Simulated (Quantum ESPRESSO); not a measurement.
# SiNi (Pmmn) in Quantum ESPRESSO: equation of state

How stiff is SiNi in PBE, and what volume does it want? The cell is scaled to several volumes.

Everything below comes from runs of Quantum ESPRESSO 7.5. Logs are shortened: lines on timing, memory, paths and dates and some standing lists are left out, and cuts for length are marked.

## Step 1: The structure

Symmetry: Pmmn, No. 59, orthorhombic system. The conventional cell has a = 2.943 Å, b = 3.280 Å, c = 4.677 Å, α = 90.00°, β = 90.00°, γ = 90.00°. Around Ni (site symmetry mm2) lie 6 Si at 2.34 to 2.37 Å and 4 Ni at 2.65 Å. Si (site symmetry mm2) is surrounded by 6 Ni at 2.34 to 2.37 Å and 4 Si at 2.65 Å.

The cell is a database's computed one.

## Step 2: Single point, PBE, collinear spin, ferromagnetic start, 10.61 Å³/atom

File pw.in:

```
&CONTROL
  calculation = 'scf'
  prefix = 'pwscf'
  outdir = './tmp'
  pseudo_dir = './pseudo'
  tprnfor = .true.
  tstress = .true.
  disk_io = 'nowf'
/
&SYSTEM
  ibrav = 0
  nat = 4
  ntyp = 2
  ecutwfc = 55
  ecutrho = 440
  nbnd = 34
  occupations = 'smearing'
  smearing = 'fd'
  degauss = 0.00367493
  nspin = 2
  starting_magnetization(1) = 0.0556
  starting_magnetization(2) = 0
/
&ELECTRONS
  conv_thr = 8d-10
  electron_maxstep = 120
  mixing_beta = 0.3
/
ATOMIC_SPECIES
Ni    58.6934 ni_pbe_v1.4.uspp.F.UPF
Si    28.0850 Si.pbe-n-rrkjus_psl.1.0.0.UPF
CELL_PARAMETERS angstrom
   2.8826972597    0.0000000000    0.0000000000
   0.0000000000    3.2133613310    0.0000000000
   0.0000000000    0.0000000000    4.5819618704
ATOMIC_POSITIONS crystal
Ni     0.5000000000    0.5000000000    0.3424955900
Ni     0.0000000000    0.0000000000    0.6575044100
Si     0.5000000000    0.5000000000    0.8431431600
Si     0.0000000000    0.0000000000    0.1568568400
K_POINTS automatic
9 8 6 0 0 0
```

Potentials or basis: SSSP 1.3 efficiency PBE.

The run is started by

```bash
OMP_NUM_THREADS=1 mpirun -n 2 pw.x -nk 2 -in pw.in > pw.out
```

pw.out:

```text
This program is part of the open-source Quantum ESPRESSO suite
     for quantum simulation of materials; please cite
[... 6 lines left out ...]
     using ibrav=0 with symmetry is DISCOURAGED, use correct ibrav instead

     K-points division:     npool     =       2
     Subspace diagonalization in iterative solution of the eigenvalue problem:
     a serial algorithm will be used

     G-vector sticks info
     --------------------
     sticks:   dense  smooth     PW     G-vecs:    dense   smooth      PW
     Sum        1161     585    177                44593    15765    2687

     Using Slab Decomposition

     bravais-lattice index     =            0
     lattice parameter (alat)  =       5.4475  a.u.
     unit-cell volume          =     286.4222 (a.u.)^3
     number of atoms/cell      =            4
     number of atomic types    =            2
     number of electrons       =        44.00
     number of Kohn-Sham states=           34
     kinetic-energy cutoff     =      55.0000  Ry
     charge density cutoff     =     440.0000  Ry
     scf convergence threshold =      8.0E-10
     mixing beta               =       0.3000
     number of iterations used =            8  plain     mixing
     Exchange-correlation= PBE
                           (   1   4   3   4   0   0   0)

     celldm(1)=   5.447508  celldm(2)=   0.000000  celldm(3)=   0.000000
     celldm(4)=   0.000000  celldm(5)=   0.000000  celldm(6)=   0.000000

     crystal axes: (cart. coord. in units of alat)
               a(1) = (   1.000000   0.000000   0.000000 )
               a(2) = (   0.000000   1.114706   0.000000 )
               a(3) = (   0.000000   0.000000   1.589470 )

     reciprocal axes: (cart. coord. in units 2 pi/alat)
               b(1) = (  1.000000  0.000000  0.000000 )
               b(2) = (  0.000000  0.897097  0.000000 )
               b(3) = (  0.000000  0.000000  0.629140 )

     PseudoPot. # 1 for Ni read from file:
     ni_pbe_v1.4.uspp.F.UPF
     Pseudo is Ultrasoft + core correction, Zval = 18.0
     Generated by new atomic code, or converted to UPF format
     Using radial grid of  865 points,  6 beta functions with:
                l(1) =   0
                l(2) =   0
                l(3) =   1
                l(4) =   1
                l(5) =   2
                l(6) =   2
     Q(r) pseudized with 10 coefficients,  rinner =    0.980   0.980   0.980
                                                       0.980   0.980

     PseudoPot. # 2 for Si read from file:
     Si.pbe-n-rrkjus_psl.1.0.0.UPF
     Pseudo is Ultrasoft + core correction, Zval =  4.0
     Generated using "atomic" code by A. Dal Corso  v.5.1
     Using radial grid of 1141 points,  6 beta functions with:
                l(1) =   0
                l(2) =   0
                l(3) =   1
                l(4) =   1
                l(5) =   2
                l(6) =   2
     Q(r) pseudized with 0 coefficients

     atomic species   valence    mass     pseudopotential
     Ni               18.00    58.69340     Ni( 1.00)
     Si                4.00    28.08500     Si( 1.00)

     Starting magnetic structure
     atomic species   magnetization
     Ni              0.056
     Si              0.000

      8 Sym. Ops., with inversion, found ( 4 have fractional translation)

   Cartesian axes

     site n.     atom                  positions (alat units)
         1        Ni     tau(   1) = (   0.5000000   0.5573532   0.5443866  )
         2        Ni     tau(   2) = (   0.0000000   0.0000000   1.0450838  )
         3        Si     tau(   3) = (   0.5000000   0.5573532   1.3401511  )
         4        Si     tau(   4) = (   0.0000000   0.0000000   0.2493193  )

     number of k points=   100  Fermi-Dirac smearing, width (Ry)=  0.0037

     Number of k-points >= 100: set verbosity='high' to print them.

     Dense  grid:    44593 G-vectors     FFT dimensions: (  40,  48,  60)

     Smooth grid:    15765 G-vectors     FFT dimensions: (  30,  30,  45)

     Check: negative core charge=   -0.000007
     Generating pointlists ...
     new r_m :   0.3274 (alat units)  1.7835 (a.u.) for type    1
     new r_m :   0.3274 (alat units)  1.7835 (a.u.) for type    2

     Initial potential from superposition of free atoms

     starting charge      39.9989, renormalised to      44.0000
     Starting wfcs are   34 randomized atomic wfcs

     Self-consistent Calculation

     iteration #  1     ecut=    55.00 Ry     beta= 0.30
     Davidson diagonalization with overlap
     ethr =  1.00E-02,  avg # of iterations =  6.1

     total energy              =    -676.76358706 Ry
     estimated scf accuracy    <     105.79360786 Ry

     total magnetization       =     0.20 Bohr mag/cell
     absolute magnetization    =     0.25 Bohr mag/cell

     iteration #  2     ecut=    55.00 Ry     beta= 0.30
     Davidson diagonalization with overlap
     ethr =  1.00E-02,  avg # of iterations =  3.0

     total energy              =    -708.15108831 Ry
     estimated scf accuracy    <      36.69747665 Ry

     total magnetization       =     0.05 Bohr mag/cell
     absolute magnetization    =     0.08 Bohr mag/cell

     iteration #  3     ecut=    55.00 Ry     beta= 0.30
     Davidson diagonalization with overlap
     ethr =  1.00E-02,  avg # of iterations =  2.0

     total energy              =    -708.65755763 Ry
     estimated scf accuracy    <       5.63329730 Ry

     total magnetization       =     0.10 Bohr mag/cell
     absolute magnetization    =     0.16 Bohr mag/cell

     iteration #  4     ecut=    55.00 Ry     beta= 0.30
     Davidson diagonalization with overlap
     ethr =  1.00E-02,  avg # of iterations =  1.9

     total energy              =    -709.16721057 Ry
     estimated scf accuracy    <       0.59134537 Ry

     total magnetization       =     0.13 Bohr mag/cell
     absolute magnetization    =     0.35 Bohr mag/cell

     iteration #  5     ecut=    55.00 Ry     beta= 0.30
     Davidson diagonalization with overlap
     ethr =  1.34E-03,  avg # of iterations =  2.9

     total energy              =    -709.19132136 Ry
     estimated scf accuracy    <       5.23708810 Ry

     total magnetization       =    -0.00 Bohr mag/cell
     absolute magnetization    =     0.06 Bohr mag/cell

     iteration #  6     ecut=    55.00 Ry     beta= 0.30
     Davidson diagonalization with overlap
     ethr =  1.34E-03,  avg # of iterations =  2.0

     total energy              =    -709.45574438 Ry
     estimated scf accuracy    <       0.44293785 Ry

     total magnetization       =     0.07 Bohr mag/cell
     absolute magnetization    =     0.16 Bohr mag/cell

     iteration #  7     ecut=    55.00 Ry     beta= 0.30
     Davidson diagonalization with overlap
     ethr =  1.01E-03,  avg # of iterations =  1.2

     total energy              =    -709.50957716 Ry
     estimated scf accuracy    <       0.00789790 Ry

     total magnetization       =     0.03 Bohr mag/cell
     absolute magnetization    =     0.11 Bohr mag/cell

     iteration #  8     ecut=    55.00 Ry     beta= 0.30
     Davidson diagonalization with overlap
     ethr =  1.79E-05,  avg # of iterations =  5.1

     total energy              =    -709.50845931 Ry
     estimated scf accuracy    <       0.00936163 Ry

     total magnetization       =     0.02 Bohr mag/cell
     absolute magnetization    =     0.08 Bohr mag/cell

     iteration #  9     ecut=    55.00 Ry     beta= 0.30
     Davidson diagonalization with overlap
     ethr =  1.79E-05,  avg # of iterations =  1.6

     total energy              =    -709.50933277 Ry
     estimated scf accuracy    <       0.00092607 Ry

     total magnetization       =     0.00 Bohr mag/cell
     absolute magnetization    =     0.02 Bohr mag/cell

     iteration # 10     ecut=    55.00 Ry     beta= 0.30
     Davidson diagonalization with overlap
     ethr =  2.10E-06,  avg # of iterations =  2.1

     total energy              =    -709.50932077 Ry
     estimated scf accuracy    <       0.00038601 Ry

     total magnetization       =     0.00 Bohr mag/cell
     absolute magnetization    =     0.02 Bohr mag/cell

     iteration # 11     ecut=    55.00 Ry     beta= 0.30
     Davidson diagonalization with overlap
     ethr =  8.77E-07,  avg # of iterations =  2.0

     total energy              =    -709.50937262 Ry
     estimated scf accuracy    <       0.00007804 Ry

     total magnetization       =     0.00 Bohr mag/cell
     absolute magnetization    =     0.00 Bohr mag/cell

     iteration # 12     ecut=    55.00 Ry     beta= 0.30
     Davidson diagonalization with overlap
     ethr =  1.77E-07,  avg # of iterations =  1.0

     total energy              =    -709.50938355 Ry
     estimated scf accuracy    <       0.00000088 Ry

     total magnetization       =     0.00 Bohr mag/cell
     absolute magnetization    =     0.00 Bohr mag/cell

     iteration # 13     ecut=    55.00 Ry     beta= 0.30
     Davidson diagonalization with overlap
     ethr =  2.00E-09,  avg # of iterations =  2.0

     total energy              =    -709.50938354 Ry
     estimated scf accuracy    <       0.00000077 Ry

     total magnetization       =     0.00 Bohr mag/cell
     absolute magnetization    =     0.00 Bohr mag/cell

     iteration # 14     ecut=    55.00 Ry     beta= 0.30
     Davidson diagonalization with overlap
     ethr =  1.74E-09,  avg # of iterations =  2.0

     total energy              =    -709.50938369 Ry
     estimated scf accuracy    <       0.00000016 Ry

     total magnetization       =     0.00 Bohr mag/cell
     absolute magnetization    =     0.00 Bohr mag/cell

     iteration # 15     ecut=    55.00 Ry     beta= 0.30
     Davidson diagonalization with overlap
     ethr =  3.61E-10,  avg # of iterations =  1.1

     total energy              =    -709.50938371 Ry
     estimated scf accuracy    <          2.2E-09 Ry

     total magnetization       =     0.00 Bohr mag/cell
     absolute magnetization    =     0.00 Bohr mag/cell

     iteration # 16     ecut=    55.00 Ry     beta= 0.30
     Davidson diagonalization with overlap
     ethr =  5.04E-12,  avg # of iterations =  2.2

     Magnetic moment per site  (integrated on atomic sphere of radius R)
     atom   1 (R=0.327)  charge= 16.4302  magn=  0.0000
     atom   2 (R=0.327)  charge= 16.4302  magn=  0.0000
     atom   3 (R=0.327)  charge=  1.7715  magn=  0.0000
     atom   4 (R=0.327)  charge=  1.7715  magn=  0.0000

     End of self-consistent calculation

     Number of k-points >= 100: set verbosity='high' to print the bands.

     the Fermi energy is    17.4742 ev

!    total energy              =    -709.50938372 Ry
     estimated scf accuracy    <          1.7E-10 Ry
     smearing contrib. (-TS)   =      -0.00060848 Ry
     internal energy E=F+TS    =    -709.50877524 Ry

     The total energy is F=E-TS. E is the sum of the following terms:
     one-electron contribution =    -506.31905350 Ry
     hartree contribution      =     281.18437281 Ry
     xc contribution           =     -84.08332062 Ry
     ewald contribution        =    -400.29077393 Ry

     total magnetization       =     0.00 Bohr mag/cell
     absolute magnetization    =     0.00 Bohr mag/cell

     convergence has been achieved in  16 iterations

     Forces acting on atoms (cartesian axes, Ry/au):

     atom    1 type  1   force =     0.00000000    0.00000000    0.01039198
     atom    2 type  1   force =     0.00000000    0.00000000   -0.01039198
     atom    3 type  2   force =     0.00000000    0.00000000    0.00667077
     atom    4 type  2   force =     0.00000000    0.00000000   -0.00667077

     Total force =     0.017464     Total SCF correction =     0.000046

     Computing stress (Cartesian axis) and pressure

          total   stress  (Ry/bohr**3)                   (kbar)     P=      221.50
   0.00134835   0.00000000   0.00000000          198.35        0.00        0.00
   0.00000000   0.00148717   0.00000000            0.00      218.77        0.00
   0.00000000   0.00000000   0.00168176            0.00        0.00      247.40

=------------------------------------------------------------------------------=
   JOB DONE.
=------------------------------------------------------------------------------=
```

Run time: 3.2 min. Hardware: 2 MPI ranks of Arm Neoverse V1, shared host; peak memory 0.48 GiB.

Results:

```
Free energy                                           : -9653.3669 eV
Pressure                                              : 22.2 GPa
Largest force                                         : 0.267 eV/Å
Band gap on the k mesh                                : none (metal or under the smearing width)
Net moment                                            : 0.00 μB per cell
Absolute moment                                       : 0.00 μB per cell
Valence electrons inside the program's atomic spheres : Ni 16.43; Si 1.77
```

## Step 3: Single point, PBE, collinear spin, ferromagnetic start, 10.84 Å³/atom

pw.in: that of step 2 with these lines changed.

```diff
@@ -32,5 +32,5 @@
 CELL_PARAMETERS angstrom
-   2.8826972597    0.0000000000    0.0000000000
-   0.0000000000    3.2133613310    0.0000000000
-   0.0000000000    0.0000000000    4.5819618704
+   2.9029986135    0.0000000000    0.0000000000
+   0.0000000000    3.2359913818    0.0000000000
+   0.0000000000    0.0000000000    4.6142302706
 ATOMIC_POSITIONS crystal
```

Potentials or basis: SSSP 1.3 efficiency PBE.

The run is started by

```bash
OMP_NUM_THREADS=1 mpirun -n 2 pw.x -nk 2 -in pw.in > pw.out
```

Run time: 3.2 min. Hardware: 2 MPI ranks of Arm Neoverse V1, shared host; peak memory 0.5 GiB.

It converged, with:

```
Free energy                                           : -9653.4765 eV
Pressure                                              : 16.5 GPa
Largest force                                         : 0.198 eV/Å
Band gap on the k mesh                                : none (metal or under the smearing width)
Net moment                                            : 0.00 μB per cell
Absolute moment                                       : 0.00 μB per cell
Valence electrons inside the program's atomic spheres : Ni 16.45; Si 1.79
```

## Step 4: Single point, PBE, collinear spin, ferromagnetic start, 11.06 Å³/atom

pw.in: that of step 3 with these lines changed.

```diff
@@ -32,5 +32,5 @@
 CELL_PARAMETERS angstrom
-   2.9029986135    0.0000000000    0.0000000000
-   0.0000000000    3.2359913818    0.0000000000
-   0.0000000000    0.0000000000    4.6142302706
+   2.9230199262    0.0000000000    0.0000000000
+   0.0000000000    3.2583092690    0.0000000000
+   0.0000000000    0.0000000000    4.6460535540
 ATOMIC_POSITIONS crystal
```

The run is started by

```bash
OMP_NUM_THREADS=1 mpirun -n 2 pw.x -nk 2 -in pw.in > pw.out
```

It took 3.2 min on 2 MPI ranks of Arm Neoverse V1, shared host; peak memory 0.5 GiB.

It converged, with:

- Free energy: -9653.5559 eV
- Pressure: 11.5 GPa
- Largest force: 0.133 eV/Å
- Band gap on the k mesh: none (metal or under the smearing width)
- Net moment: 0.00 μB per cell
- Absolute moment: 0.00 μB per cell
- Valence electrons inside the program's atomic spheres: Ni 16.47; Si 1.80

## Step 5: Single point, PBE, collinear spin, ferromagnetic start, 11.29 Å³/atom

pw.in: that of step 4 with these lines changed.

```diff
@@ -32,5 +32,5 @@
 CELL_PARAMETERS angstrom
-   2.9230199262    0.0000000000    0.0000000000
-   0.0000000000    3.2583092690    0.0000000000
-   0.0000000000    0.0000000000    4.6460535540
+   2.9427706600    0.0000000000    0.0000000000
+   0.0000000000    3.2803255400    0.0000000000
+   0.0000000000    0.0000000000    4.6774467600
 ATOMIC_POSITIONS crystal
```

The run is started by

```bash
OMP_NUM_THREADS=1 mpirun -n 2 pw.x -nk 2 -in pw.in > pw.out
```

Run time: 3.3 min. Hardware: 2 MPI ranks of Arm Neoverse V1, shared host; peak memory 0.52 GiB.

It converged, with:

* Free energy: -9653.6083 eV
* Pressure: 6.9 GPa
* Largest force: 0.073 eV/Å
* Band gap on the k mesh: none (metal or under the smearing width)
* Net moment: 0.00 μB per cell
* Absolute moment: 0.00 μB per cell
* Valence electrons inside the program's atomic spheres: Ni 16.49; Si 1.82

## Step 6: Single point, PBE, collinear spin, ferromagnetic start, 11.51 Å³/atom

pw.in: that of step 5 with these lines changed.

```diff
@@ -32,5 +32,5 @@
 CELL_PARAMETERS angstrom
-   2.9427706600    0.0000000000    0.0000000000
-   0.0000000000    3.2803255400    0.0000000000
-   0.0000000000    0.0000000000    4.6774467600
+   2.9622597754    0.0000000000    0.0000000000
+   0.0000000000    3.3020501833    0.0000000000
+   0.0000000000    0.0000000000    4.7084241314
 ATOMIC_POSITIONS crystal
```

Potentials or basis: SSSP 1.3 efficiency PBE.

The run is started by

```bash
OMP_NUM_THREADS=1 mpirun -n 2 pw.x -nk 2 -in pw.in > pw.out
```

It took 3.3 min on 2 MPI ranks of Arm Neoverse V1, shared host; peak memory 0.52 GiB.

It converged, with:

* Free energy: -9653.6365 eV
* Pressure: 2.8 GPa
* Largest force: 0.016 eV/Å
* Band gap on the k mesh: none (metal or under the smearing width)
* Net moment: 0.00 μB per cell
* Absolute moment: 0.00 μB per cell
* Valence electrons inside the program's atomic spheres: Ni 16.51; Si 1.83

## Step 7: Single point, PBE, collinear spin, ferromagnetic start, 11.74 Å³/atom

pw.in: that of step 6 with these lines changed.

```diff
@@ -32,5 +32,5 @@
 CELL_PARAMETERS angstrom
-   2.9622597754    0.0000000000    0.0000000000
-   0.0000000000    3.3020501833    0.0000000000
-   0.0000000000    0.0000000000    4.7084241314
+   2.9814957675    0.0000000000    0.0000000000
+   0.0000000000    3.3234926684    0.0000000000
+   0.0000000000    0.0000000000    4.7389991708
 ATOMIC_POSITIONS crystal
```

The run is started by

```bash
OMP_NUM_THREADS=1 mpirun -n 2 pw.x -nk 2 -in pw.in > pw.out
```

Run time: 3.3 min. Hardware: 2 MPI ranks of Arm Neoverse V1, shared host; peak memory 0.52 GiB.

The run converged. Its results:

| Property | Result |
| --- | --- |
| Free energy | -9653.6430 eV |
| Pressure | -0.8 GPa |
| Largest force | 0.040 eV/Å |
| Band gap on the k mesh | none (metal or under the smearing width) |
| Net moment | 0.00 μB per cell |
| Absolute moment | 0.00 μB per cell |
| Valence electrons inside the program's atomic spheres | Ni 16.52; Si 1.84 |

## Step 8: Single point, PBE, collinear spin, ferromagnetic start, 11.97 Å³/atom

pw.in: that of step 7 with these lines changed.

```diff
@@ -32,5 +32,5 @@
 CELL_PARAMETERS angstrom
-   2.9814957675    0.0000000000    0.0000000000
-   0.0000000000    3.3234926684    0.0000000000
-   0.0000000000    0.0000000000    4.7389991708
+   3.0004866984    0.0000000000    0.0000000000
+   0.0000000000    3.3446619823    0.0000000000
+   0.0000000000    0.0000000000    4.7691846927
 ATOMIC_POSITIONS crystal
```

The run is started by

```bash
OMP_NUM_THREADS=1 mpirun -n 2 pw.x -nk 2 -in pw.in > pw.out
```

Wall time 3.3 min (2 MPI ranks of Arm Neoverse V1, shared host); peak memory 0.54 GiB.

Results (log left out):

```
Free energy                                           : -9653.6300 eV
Pressure                                              : -4.0 GPa
Largest force                                         : 0.087 eV/Å
Band gap on the k mesh                                : none (metal or under the smearing width)
Net moment                                            : 0.00 μB per cell
Absolute moment                                       : 0.00 μB per cell
Valence electrons inside the program's atomic spheres : Ni 16.54; Si 1.86
```

## Step 9: Equation of state, PBE, collinear spin, ferromagnetic start

Potentials or basis: SSSP 1.3 efficiency PBE.

This step only gathers the single runs of the series.

What came out:

- Equilibrium volume: 11.70 Å³/atom
- Bulk modulus at fixed shape and positions: 183 GPa
- Pressure derivative of the bulk modulus: 4.6

Energy against volume, from the lowest point:
```csv
volume (Å³/atom),energy (meV/atom)
10.611,69.02
10.837,41.64
11.062,21.78
11.288,8.68
11.514,1.63
11.740,0.00
11.965,3.25
```

Caveat: the cell was scaled at fixed shape and fractional positions, which overstates the stiffness of a crystal with free parameters, most of all of layers and chains.
